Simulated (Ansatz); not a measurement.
Relaxation of a periodic cell of 13 atoms, Mg12B (host Mg, host structure hcp, interstitial B), to a largest force component of 0.03 eV/Å in at most 60 steps.

All numbers below come from Ansatz 0.2.0, DFT PBE, scalar-relativistic, plane waves, PAW. Settings: cutoff 420 eV, k mesh 4x3x4, gaussian smearing 0.05 eV, no spin polarisation.

```xyz
13
Lattice="6.4200 0.0000 0.0000 -4.8150 8.3398 0.0000 0.0000 0.0000 5.2130" Properties=species:S:1:pos:R:3
Mg 0.000 0.000 0.000
Mg 0.000 1.853 2.607
Mg -1.605 2.780 0.000
Mg -1.605 4.633 2.607
Mg -3.210 5.560 0.000
Mg -3.210 7.413 2.607
Mg 3.210 0.000 0.000
Mg 3.210 1.853 2.607
Mg 1.605 2.780 0.000
Mg 1.605 4.633 2.607
Mg 0.000 5.560 0.000
Mg 0.000 7.413 2.607
B -0.004 3.736 6.466
```

**Question.** Where does it end, and by what steps?

**Answer.** The run converged. The force dipped under the threshold on the way, but the program's further checks kept it going. Limits of this set-up: coarse k mesh, odd electron count without spin, a small cell, in which the defect meets its images, a typed lattice constant that wasn't relaxed here. After 4 steps the energy has fallen by 0.092 eV; Mg5 moved furthest, 0.09 Å.

```json
{"step": "0", "energy less start (eV)": "0.0000", "largest force component (eV/Å)": "0.540", "accepted": "yes"}
{"step": "1", "energy less start (eV)": "-0.0787", "largest force component (eV/Å)": "0.203", "accepted": "yes"}
{"step": "2", "energy less start (eV)": "-0.0911", "largest force component (eV/Å)": "0.090", "accepted": "yes"}
{"step": "3", "energy less start (eV)": "-0.0924", "largest force component (eV/Å)": "0.011", "accepted": "yes"}
{"step": "4", "energy less start (eV)": "-0.0924", "largest force component (eV/Å)": "0.011", "accepted": "yes"}
```

```xyz
13
Lattice="6.4200 0.0000 0.0000 -4.8150 8.3398 0.0000 0.0000 0.0000 5.2130" Properties=species:S:1:pos:R:3
Mg 0.015 -0.029 -0.028
Mg 0.012 1.807 2.609
Mg -1.659 2.757 0.022
Mg -1.657 4.670 2.576
Mg -3.203 5.614 -0.073
Mg -3.202 7.423 2.557
Mg 3.201 -0.006 0.041
Mg 3.202 1.803 2.671
Mg 1.657 2.748 0.024
Mg 1.659 4.662 2.578
Mg -0.014 5.610 -0.009
Mg -0.016 7.448 2.624
B 0.000 3.709 6.513
```

Whether the end is a true minimum wasn't checked by a vibrational analysis.

The run took 23 s on 4 threads of AMD EPYC 9R14 (Zen 4) (shared host), peak memory 1.1 GiB.
